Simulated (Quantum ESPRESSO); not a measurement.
TiTe2:

```
Te Ti
1.0
     3.77700    0.00000    0.00000
    -1.88850    3.27098    0.00000
     0.00000    0.00000    6.49800
Te Ti
2 1
Direct
  0.33333 0.66667 0.73720
  0.66667 0.33333 0.26280
  0.00000 0.00000 0.00000
```

Base run:

* Program: Quantum ESPRESSO 7.5
* Functional: PBE
* Potentials or basis: SSSP 1.3 efficiency PBE
* Cutoff: 748 eV
* Density cutoff: 5987 eV
* k mesh: 8 × 8 × 4
* Occupations: fermi-dirac, width 0.05 eV
* Spin: no spin polarisation

Its results: band gap on the k mesh none (metal or under the smearing width); pressure 1.0 GPa; largest force 0.030 eV/Å.

**Question.** The run is repeated on the same cell with these changes: functional from PBE to LDA; potentials or basis from SSSP 1.3 efficiency PBE to PseudoDojo 0.4.1 SR LDA standard; cutoff from 748 eV to 1143 eV; density cutoff from 5987 eV to 4572 eV; valence electrons from 24 to 44. What comes out?

**Answer.** Band gap on the k mesh none (metal or under the smearing width); pressure -4.0 GPa; largest force 0.305 eV/Å.

Caveats: this functional lacks dispersion, which binds the layers, so the pressure and a relaxed spacing across them are unreliable (some runs); some levels on the path didn't converge (some runs).

Not every run made on this cell is shown here.
